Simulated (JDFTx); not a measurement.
# WC (Qusongite) (P-6m2) in JDFTx: equation of state

Aim: energy against volume of WC (Qusongite) in PBE, for its equilibrium volume and stiffness.

Everything below comes from runs of JDFTx 1.7.0 (patched build). Logs are shortened: lines on timing, memory, paths and dates and some standing lists are left out, and cuts for length are marked. The log counts tension as positive stress, the text compression.

## (1) The structure

It takes space group P-6m2 (No. 187, hexagonal). The conventional cell has a = 2.907 Å, b = 2.907 Å, c = 2.837 Å, α = 90.00°, β = 90.00°, γ = 120.00°. W (site symmetry -6m2) is surrounded by 6 C at 2.20 Å. C (site symmetry -6m2) has 6 W at 2.20 Å as nearest neighbours.

## (2) Equation of state, PBE, 9.75 Å³/atom (volume scaled by 0.94)

Input file WC.in:

```
lattice \
    5.3803659083    -2.6901829542     0.0000000000 \
    0.0000000000     4.6595335583     0.0000000000 \
    0.0000000000     0.0000000000     5.2509705610
coords-type Lattice
ion W      0.0000000000     0.0000000000     0.0000000000 1
ion C      0.6666666667     0.3333333333     0.5000000000 1

ion-species pseudo/W.upf
ion-species pseudo/C.upf
elec-cutoff 41
elec-ex-corr gga-PBE
kpoint-folding 10 10 9
elec-smearing Fermi 0.0018374661
elec-n-bands 15
electronic-SCF nIterations 100 energyDiffThreshold 1e-08
electronic-minimize nIterations 30 energyDiffThreshold 1e-7
forces-output-coords Cartesian

dump-name run.$VAR
dump End Ecomponents EigStats BandEigs Kpoints Forces Stress
```

Potentials or basis: PseudoDojo-SR-PBE-0.5-standard.

The run is started by

```console
$ jdftx -c 1 -i WC.in -o WC.out
```

What it wrote:

```text
*************** JDFTx 1.7.0 (patched build) ***************

Input parsed successfully to the following command list (including defaults):
[... the input with its defaults ...]

---------- Setting up symmetries ----------

Found 24 point-group symmetries of the bravais lattice
Found 12 space-group symmetries with basis
Applied RMS atom displacement 1.55318e-10 bohrs to make symmetries exact.

---------- Initializing the Grid ----------
R =
[      5.38037     -2.69018            0  ]
[            0      4.65953            0  ]
[            0            0      5.25097  ]
unit cell volume = 131.642
G =
[     1.1678   0.674229         -0  ]
[          0    1.34846          0  ]
[          0         -0    1.19658  ]
Minimum fftbox size, Smin = [  32  32  32  ]
Chosen fftbox size, S = [  32  32  32  ]

---------- Exchange Correlation functional ----------
Initalized PBE GGA exchange.
Initalized PBE GGA correlation.

---------- Setting up pseudopotentials ----------
Width of ionic core gaussian charges (only for fluid interactions / plotting) set to 0

Reading pseudopotential file 'pseudo/W.upf':
  'W' pseudopotential, 'PBE' functional
  Generated using ONCVPSP code by D. R. Hamann
  14 valence electrons, 4 orbitals, 8 projectors, 1001 radial grid points, with lMax = 3
    5S    l: 0   occupation:  2.0   eigenvalue: -2.905892
    5P    l: 1   occupation:  6.0   eigenvalue: -1.587650
    5D    l: 2   occupation:  4.0   eigenvalue: -0.164649
    6S    l: 0   occupation:  2.0   eigenvalue: -0.209951
  Core radius for overlap checks: 2.00 bohrs.

Reading pseudopotential file 'pseudo/C.upf':
  'C' pseudopotential, 'PBE' functional
  Generated using ONCVPSP code by D. R. Hamann
  4 valence electrons, 2 orbitals, 4 projectors, 1001 radial grid points, with lMax = 1
    2S    l: 0   occupation:  2.0   eigenvalue: -0.505335
    2P    l: 1   occupation:  2.0   eigenvalue: -0.194238
  Core radius for overlap checks: 1.21 bohrs.

Initialized 2 species with 2 total atoms.

Folded 1 k-points by 10x10x9 to 900 k-points.

---------- Setting up k-points, bands, fillings ----------
Adding inversion symmetry to k-mesh for non-inversion-symmetric unit cell.
Reduced to 70 k-points under symmetry.
Computing the number of bands and number of electrons
Calculating initial fillings.
nElectrons:  18.000000   nBands: 15   nStates: 70

----- Setting up reduced wavefunction bases (one per k-point) -----
average nbasis = 1650.906 , ideal nbasis = 1650.683

---------- Setting up ewald sum ----------
Optimum gaussian width for ewald sums = 1.808019 bohr.
Real space sum over 1331 unit cells with max indices [  5  5  5  ]
Reciprocal space sum over 2197 terms with max indices [  6  6  6  ]

---------- Allocating electronic variables ----------
Initializing wave functions:  linear combination of atomic orbitals
Note: number of bands (15) exceeds available atomic orbitals (14)
W pseudo-atom occupations:   s ( 2 2 )  p ( 6 )  d ( 4 )
C pseudo-atom occupations:   s ( 2 )  p ( 2 )
	FillingsUpdate:  mu: +0.812834208  nElectrons: 18.000000
LCAOMinimize: Iter:   0  F: -74.5667619724378028  |grad|_K:  6.761e-03  alpha:  1.000e+00
	FillingsUpdate:  mu: +0.839732882  nElectrons: 18.000000
LCAOMinimize: Iter:   1  F: -74.6887668353131033  |grad|_K:  5.871e-04  alpha:  2.949e-01  linmin: -4.848e-01  cgtest:  9.511e-01
LCAOMinimize: Encountered beta<0, resetting CG.
[... 6 lines of inner loops ...]
LCAOMinimize: Iter:   4  F: -74.6896702260175260  |grad|_K:  1.176e-06  alpha:  3.002e-01  linmin:  3.275e-04  cgtest: -7.880e-04
	FillingsUpdate:  mu: +0.843103347  nElectrons: 18.000000
LCAOMinimize: Iter:   5  F: -74.6896702356785767  |grad|_K:  9.296e-08  alpha:  8.878e-01  linmin:  2.274e-03  cgtest: -8.008e-03
LCAOMinimize: Converged (|Delta F|<1.000000e-06 for 2 iters).

-------- Electronic minimization -----------
Will mix electronic density at each iteration.
	FillingsUpdate:  mu: +0.843103347  nElectrons: 18.000000
	FillingsUpdate:  mu: +0.817679124  nElectrons: 18.000000
SCF: Cycle:  0   F: -74.755657971154108   dF: -6.599e-02   |Residual|: 6.728e-02   |deigs|: 9.025e-02
	FillingsUpdate:  mu: +0.813024727  nElectrons: 18.000000
SCF: Cycle:  1   F: -74.757383324582136   dF: -1.725e-03   |Residual|: 3.440e-02   |deigs|: 8.596e-03
	FillingsUpdate:  mu: +0.808699755  nElectrons: 18.000000
SCF: Cycle:  2   F: -74.757728298787825   dF: -3.450e-04   |Residual|: 5.247e-03   |deigs|: 7.075e-03
	FillingsUpdate:  mu: +0.809227136  nElectrons: 18.000000
SCF: Cycle:  3   F: -74.757740839030475   dF: -1.254e-05   |Residual|: 2.402e-03   |deigs|: 9.585e-04
	FillingsUpdate:  mu: +0.809374164  nElectrons: 18.000000
SCF: Cycle:  4   F: -74.757742234160261   dF: -1.395e-06   |Residual|: 6.475e-04   |deigs|: 2.732e-04
	FillingsUpdate:  mu: +0.809283289  nElectrons: 18.000000
SCF: Cycle:  5   F: -74.757742754731865   dF: -5.206e-07   |Residual|: 1.677e-04   |deigs|: 1.649e-04
	FillingsUpdate:  mu: +0.809299362  nElectrons: 18.000000
SCF: Cycle:  6   F: -74.757742875542590   dF: -1.208e-07   |Residual|: 4.043e-05   |deigs|: 1.752e-05
	FillingsUpdate:  mu: +0.809303284  nElectrons: 18.000000
SCF: Cycle:  7   F: -74.757742916860707   dF: -4.132e-08   |Residual|: 1.345e-05   |deigs|: 9.175e-06
	FillingsUpdate:  mu: +0.809304985  nElectrons: 18.000000
SCF: Cycle:  8   F: -74.757742929688831   dF: -1.283e-08   |Residual|: 9.919e-06   |deigs|: 4.565e-06
	FillingsUpdate:  mu: +0.809304219  nElectrons: 18.000000
SCF: Cycle:  9   F: -74.757742934408512   dF: -4.720e-09   |Residual|: 2.120e-06   |deigs|: 2.735e-06
	FillingsUpdate:  mu: +0.809303861  nElectrons: 18.000000
SCF: Cycle: 10   F: -74.757742935794496   dF: -1.386e-09   |Residual|: 3.075e-06   |deigs|: 1.810e-06
SCF: Converged (|Delta E|<1.000000e-08 for 2 iters).

Setting wave functions to eigenvectors of Hamiltonian

# Stress tensor in Cartesian coordinates [Eh/a0^3]:
[  -0.00114052  1.22385e-14            0  ]
[  1.22385e-14  -0.00114052            0  ]
[            0            0  -0.00126274  ]

# Ionic positions in lattice coordinates:
ion W   0.000000000016667  -0.000000000016667   0.000000000000000 1
ion C   0.666666666683333   0.333333333316667   0.500000000000000 1

# Forces in Cartesian coordinates:
force W   0.000000000000000  -0.000000000000000   0.000000000000000 1
force C   0.000000000000000   0.000000000000000   0.000000000000000 1

# Energy components:
   Eewald =      -67.3869542850659542
       EH =        8.3099005217643835
     Eloc =      -41.0513750886650968
      Enl =       12.4063498727088160
      Exc =      -18.8231331461953815
 Exc_core =        7.1241898117166764
       KE =       24.6633552998576739
-------------------------------------
     Etot =      -74.7576670138789012
       TS =        0.0000759219155988
-------------------------------------
        F =      -74.7577429357944965

IonicMinimize: Iter:   0  F: -74.757742935794496  |grad|_K:        nan
IonicMinimize: None of the convergence criteria satisfied after 0 iterations.

#--- Lowdin population analysis ---
# oxidation-state W +0.773
# oxidation-state C -0.697

Dumping 'run.eigStats' ...
	eMin: -1.905107 at state 0 ( [ +0.000000 +0.000000 +0.000000 ] spin 0 )
	HOMO: +0.805640 at state 3 ( [ +0.000000 +0.000000 +0.333333 ] spin 0 )
	mu  : +0.809304
	LUMO: +0.809688 at state 8 ( [ +0.000000 +0.100000 +0.333333 ] spin 0 )
	eMax: +1.423512 at state 2 ( [ +0.000000 +0.000000 +0.222222 ] spin 0 )
	HOMO-LUMO gap: +0.004048
	Optical gap  : +0.025246 at state 8 ( [ +0.000000 +0.100000 +0.333333 ] spin 0 )
Done!
[note: the HOMO, LUMO and gaps printed at the end count levels as full or empty at half filling, so they show a gap where a level is partly filled]
```

Wall time 46 s (1 thread of Arm Neoverse V1, shared host); peak memory 0.13 GiB.

What came out:

- Free energy: -2034.2618 eV
- Pressure: 34.8 GPa
- Band gap on the k mesh: none (metal or under the smearing width)
- Loewdin charges: W +0.77; C -0.70 e

## (3) Equation of state, PBE, 9.96 Å³/atom (volume scaled by 0.96)

Changes to WC.in since step 2:

```diff
@@ -1,5 +1,5 @@
 lattice \
-    5.3803659083    -2.6901829542     0.0000000000 \
-    0.0000000000     4.6595335583     0.0000000000 \
-    0.0000000000     0.0000000000     5.2509705610
+    5.4182570574    -2.7091285287     0.0000000000 \
+    0.0000000000     4.6923482560     0.0000000000 \
+    0.0000000000     0.0000000000     5.2879504452
 coords-type Lattice
@@ -20,2 +20,2 @@
 dump-name run.$VAR
-dump End Ecomponents EigStats BandEigs Kpoints Forces Stress
+dump End Ecomponents EigStats BandEigs Kpoints Forces Stress ElecDensity Dtot KEdensity
```

Potentials or basis: PseudoDojo-SR-PBE-0.5-standard.

The run is started by

```console
$ jdftx -c 1 -i WC.in -o WC.out
```

Run time: 48 s. Hardware: 1 thread of Arm Neoverse V1, shared host; peak memory 0.13 GiB.

It converged, with:

```yaml
Free_energy: -2034.3381 eV
Pressure: 24.1 GPa
Band_gap_on_the_k_mesh: none (metal or under the smearing width)
Loewdin_charges: W +0.78; C -0.70 e
```

## (4) Equation of state, PBE, 10.17 Å³/atom (volume scaled by 0.98)

Changes to WC.in since step 3:

```diff
@@ -1,5 +1,5 @@
 lattice \
-    5.4182570574    -2.7091285287     0.0000000000 \
-    0.0000000000     4.6923482560     0.0000000000 \
-    0.0000000000     0.0000000000     5.2879504452
+    5.4556255283    -2.7278127642     0.0000000000 \
+    0.0000000000     4.7247103012     0.0000000000 \
+    0.0000000000     0.0000000000     5.3244202215
 coords-type Lattice
```

The run is started by

```console
$ jdftx -c 1 -i WC.in -o WC.out
```

Run time: 47 s. Hardware: 1 thread of Arm Neoverse V1, shared host; peak memory 0.13 GiB.

The run converged. Its results:

```
Free energy            : -2034.3880 eV
Pressure               : 14.4 GPa
Band gap on the k mesh : none (metal or under the smearing width)
Loewdin charges        : W +0.79; C -0.71 e
```

## (5) Equation of state, PBE, 10.38 Å³/atom

Changes to WC.in since step 4:

```diff
@@ -1,5 +1,5 @@
 lattice \
-    5.4556255283    -2.7278127642     0.0000000000 \
-    0.0000000000     4.7247103012     0.0000000000 \
-    0.0000000000     0.0000000000     5.3244202215
+    5.4924889812    -2.7462444906     0.0000000000 \
+    0.0000000000     4.7566349877     0.0000000000 \
+    0.0000000000     0.0000000000     5.3603971251
 coords-type Lattice
```

Potentials or basis: PseudoDojo-SR-PBE-0.5-standard.

The run is started by

```console
$ jdftx -c 1 -i WC.in -o WC.out
```

What it wrote:

```text
*************** JDFTx 1.7.0 (patched build) ***************

Input parsed successfully to the following command list (including defaults):
[... the input with its defaults ...]

---------- Setting up symmetries ----------

Found 24 point-group symmetries of the bravais lattice
Found 12 space-group symmetries with basis
Applied RMS atom displacement 1.58555e-10 bohrs to make symmetries exact.

---------- Initializing the Grid ----------
R =
[      5.49249     -2.74624            0  ]
[            0      4.75663            0  ]
[            0            0       5.3604  ]
unit cell volume = 140.044
G =
[    1.14396   0.660465         -0  ]
[          0    1.32093          0  ]
[          0         -0    1.17215  ]
Minimum fftbox size, Smin = [  32  32  32  ]
Chosen fftbox size, S = [  32  32  32  ]

---------- Exchange Correlation functional ----------
Initalized PBE GGA exchange.
Initalized PBE GGA correlation.

---------- Setting up pseudopotentials ----------
Width of ionic core gaussian charges (only for fluid interactions / plotting) set to 0

Reading pseudopotential file 'pseudo/W.upf':
  'W' pseudopotential, 'PBE' functional
  Generated using ONCVPSP code by D. R. Hamann
  14 valence electrons, 4 orbitals, 8 projectors, 1001 radial grid points, with lMax = 3
    5S    l: 0   occupation:  2.0   eigenvalue: -2.905892
    5P    l: 1   occupation:  6.0   eigenvalue: -1.587650
    5D    l: 2   occupation:  4.0   eigenvalue: -0.164649
    6S    l: 0   occupation:  2.0   eigenvalue: -0.209951
  Core radius for overlap checks: 2.00 bohrs.

[... 56 lines left out ...]
	FillingsUpdate:  mu: +0.754871922  nElectrons: 18.000000
SCF: Cycle:  5   F: -74.763342603530234   dF: -7.498e-07   |Residual|: 1.847e-04   |deigs|: 2.366e-04
	FillingsUpdate:  mu: +0.754872012  nElectrons: 18.000000
SCF: Cycle:  6   F: -74.763342715572350   dF: -1.120e-07   |Residual|: 1.188e-04   |deigs|: 1.877e-05
	FillingsUpdate:  mu: +0.754888163  nElectrons: 18.000000
SCF: Cycle:  7   F: -74.763342758280061   dF: -4.271e-08   |Residual|: 1.716e-05   |deigs|: 2.905e-05
	FillingsUpdate:  mu: +0.754890255  nElectrons: 18.000000
SCF: Cycle:  8   F: -74.763342770506100   dF: -1.223e-08   |Residual|: 8.020e-06   |deigs|: 4.457e-06
	FillingsUpdate:  mu: +0.754890802  nElectrons: 18.000000
SCF: Cycle:  9   F: -74.763342774896046   dF: -4.390e-09   |Residual|: 6.279e-06   |deigs|: 3.669e-06
	FillingsUpdate:  mu: +0.754889649  nElectrons: 18.000000
SCF: Cycle: 10   F: -74.763342776304810   dF: -1.409e-09   |Residual|: 2.357e-06   |deigs|: 3.076e-06
SCF: Converged (|Delta E|<1.000000e-08 for 2 iters).

Setting wave functions to eigenvectors of Hamiltonian

# Stress tensor in Cartesian coordinates [Eh/a0^3]:
[  -0.00020253            0            0  ]
[            0  -0.00020253            0  ]
[            0            0 -0.000178319  ]

# Ionic positions in lattice coordinates:
ion W   0.000000000016667  -0.000000000016667   0.000000000000000 1
ion C   0.666666666683333   0.333333333316667   0.500000000000000 1

# Forces in Cartesian coordinates:
force W   0.000000000000000  -0.000000000000000   0.000000000000000 1
force C   0.000000000000000  -0.000000000000000   0.000000000000000 1

# Energy components:
   Eewald =      -66.0113243272684116
       EH =        8.7351020492797655
     Eloc =      -42.6721467266888297
      Enl =       12.3921302418573021
      Exc =      -18.7456613116437971
 Exc_core =        7.1241890118122742
       KE =       24.4144381046764956
-------------------------------------
     Etot =      -74.7632729579752038
       TS =        0.0000698183295999
-------------------------------------
        F =      -74.7633427763048104

IonicMinimize: Iter:   0  F: -74.763342776304810  |grad|_K:  0.000e+00
IonicMinimize: Converged (|grad|_K<1.000000e-04).

#--- Lowdin population analysis ---
# oxidation-state W +0.793
# oxidation-state C -0.713

Dumping 'run.eigStats' ...
	eMin: -1.964981 at state 0 ( [ +0.000000 +0.000000 +0.000000 ] spin 0 )
	HOMO: +0.751765 at state 3 ( [ +0.000000 +0.000000 +0.333333 ] spin 0 )
	mu  : +0.754890
	LUMO: +0.755570 at state 8 ( [ +0.000000 +0.100000 +0.333333 ] spin 0 )
	eMax: +1.344611 at state 2 ( [ +0.000000 +0.000000 +0.222222 ] spin 0 )
	HOMO-LUMO gap: +0.003805
	Optical gap  : +0.023373 at state 8 ( [ +0.000000 +0.100000 +0.333333 ] spin 0 )
Done!
```

Run time: 48 s. Hardware: 1 thread of Arm Neoverse V1, shared host; peak memory 0.14 GiB.

What came out:

* Free energy: -2034.4142 eV
* Pressure: 5.7 GPa
* Band gap on the k mesh: none (metal or under the smearing width)
* Loewdin charges: W +0.79; C -0.71 e

## (6) Equation of state, PBE, 10.58 Å³/atom (volume scaled by 1.02)

Changes to WC.in since step 5:

```diff
@@ -1,5 +1,5 @@
 lattice \
-    5.4924889812    -2.7462444906     0.0000000000 \
-    0.0000000000     4.7566349877     0.0000000000 \
-    0.0000000000     0.0000000000     5.3603971251
+    5.5288641404    -2.7644320703     0.0000000000 \
+    0.0000000000     4.7881367997     0.0000000000 \
+    0.0000000000     0.0000000000     5.3958974783
 coords-type Lattice
```

Potentials or basis: PseudoDojo-SR-PBE-0.5-standard.

The run is started by

```console
$ jdftx -c 1 -i WC.in -o WC.out
```

Wall time 49 s (1 thread of Arm Neoverse V1, shared host); peak memory 0.14 GiB.

It converged, with:

```yaml
Free_energy: -2034.4190 eV
Pressure: -2.1 GPa
Band_gap_on_the_k_mesh: none (metal or under the smearing width)
Loewdin_charges: W +0.80; C -0.72 e
```

## (7) Equation of state, PBE, 10.79 Å³/atom (volume scaled by 1.04)

Changes to WC.in since step 6:

```diff
@@ -1,5 +1,5 @@
 lattice \
-    5.5288641404    -2.7644320703     0.0000000000 \
-    0.0000000000     4.7881367997     0.0000000000 \
-    0.0000000000     0.0000000000     5.3958974783
+    5.5647668617    -2.7823834309     0.0000000000 \
+    0.0000000000     4.8192294684     0.0000000000 \
+    0.0000000000     0.0000000000     5.4309367556
 coords-type Lattice
```

The run is started by

```console
$ jdftx -c 1 -i WC.in -o WC.out
```

Run time: 72 s. Hardware: 1 thread of Arm Neoverse V1, shared host; peak memory 0.14 GiB.

It converged, with:

* Free energy: -2034.4045 eV
* Pressure: -9.2 GPa
* Band gap on the k mesh: none (metal or under the smearing width)
* Loewdin charges: W +0.81; C -0.72 e

## (8) Equation of state, PBE, 11.00 Å³/atom (volume scaled by 1.06)

Changes to WC.in since step 7:

```diff
@@ -1,5 +1,5 @@
 lattice \
-    5.5647668617    -2.7823834309     0.0000000000 \
-    0.0000000000     4.8192294684     0.0000000000 \
-    0.0000000000     0.0000000000     5.4309367556
+    5.6002121923    -2.8001060962     0.0000000000 \
+    0.0000000000     4.8499260250     0.0000000000 \
+    0.0000000000     0.0000000000     5.4655296421
 coords-type Lattice
```

The run is started by

```console
$ jdftx -c 1 -i WC.in -o WC.out
```

It took 68 s on 1 thread of Arm Neoverse V1, shared host; peak memory 0.14 GiB.

It converged, with:

```
Free energy            : -2034.3728 eV
Pressure               : -15.5 GPa
Band gap on the k mesh : none (metal or under the smearing width)
Loewdin charges        : W +0.81; C -0.73 e
```

## (9) Equation of state, PBE

Potentials or basis: PseudoDojo-SR-PBE-0.5-standard.

This step only gathers the single runs of the series.

What came out:

* Equilibrium volume: 10.53 Å³/atom
* Bulk modulus at fixed shape and positions: 387 GPa
* Pressure derivative of the bulk modulus: 4.3

Energy against volume, from the lowest point:
| volume (Å³/atom) | energy (meV/atom) |
| --- | --- |
| 9.754 | 78.60 |
| 9.961 | 40.46 |
| 10.169 | 15.50 |
| 10.376 | 2.41 |
| 10.584 | 0.00 |
| 10.791 | 7.23 |
| 10.999 | 23.13 |

Caveat: the cell was scaled at fixed shape and fractional positions, which overstates the stiffness of a crystal with free parameters, most of all of layers and chains. Spin-orbit coupling is left out, which matters for the levels of W.
